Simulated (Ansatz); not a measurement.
**Moving the functional in BP**

It takes space group F-43m (No. 216, cubic). The conventional cell has a = 4.538 Å, b = 4.538 Å, c = 4.538 Å, α = 90.00°, β = 90.00°, γ = 90.00°. P (site symmetry -43m) has 4 B at 1.97 Å as nearest neighbours. B (site symmetry -43m) is surrounded by 4 P at 1.97 Å.

Kept alike: task single point; k mesh 8 × 8 × 8; occupations fermi-dirac, width 0.05 eV; no spin polarisation. Program: Ansatz, PAW datasets made for the crystal. Cutoffs run from 280 to 310 eV. The mesh is that of the run's cell of 2 atoms. No spin-orbit coupling.

| functional | band gap (eV) | pressure (GPa) |
| --- | --- | --- |
| HSE06 | 2.003 | -1.68 |
| PBE | 1.276 | 1.10 |
| PBE0 | 2.688 | -1.78 |
| PBEsol | 1.169 | -2.00 |

Pressure is positive in compression, with a Pulay correction for the finite cutoff. A gap read on the mesh alone can miss an edge between its points.

Problem. What does the functional change here?

Solution. The band gap runs from 1.169 (PBEsol) to 2.688 eV (PBE0). From PBE: HSE06 +0.727; PBE0 +1.412; PBEsol -0.107. The pressure runs from -2.00 (PBEsol) to 1.10 GPa (PBE). From PBE: HSE06 -2.78; PBE0 -2.88; PBEsol -3.10. A positive pressure means that the functional's own cell is larger than the one given, a negative one that it is smaller.

At this fixed geometry the gap depends mainly on the treatment of exchange: the two semilocal functionals lie close together, while both hybrids open it clearly. This is probably because nonlocal exchange separates the filled bonding states from the empty antibonding ones, an effect that PBE0 carries to long range and HSE06 screens. In a covalent semiconductor with strong dielectric screening, the screened form is the more natural choice, and its 2.003 eV is close to the known indirect gap of BP, whereas PBE and PBEsol fall well short and PBE0 overshoots.

The pressures follow a different order. PBEsol has the smallest gap yet sides with the hybrids in favouring a smaller cell, and only PBE favours a larger one. A good gap and a good lattice constant are therefore separate tests of a functional. Because the short, strongly directional B–P bonds make the crystal very stiff, even these pressures imply only slight changes in lattice constant. How far the gaps would shift at each functional's own equilibrium volume remains open.
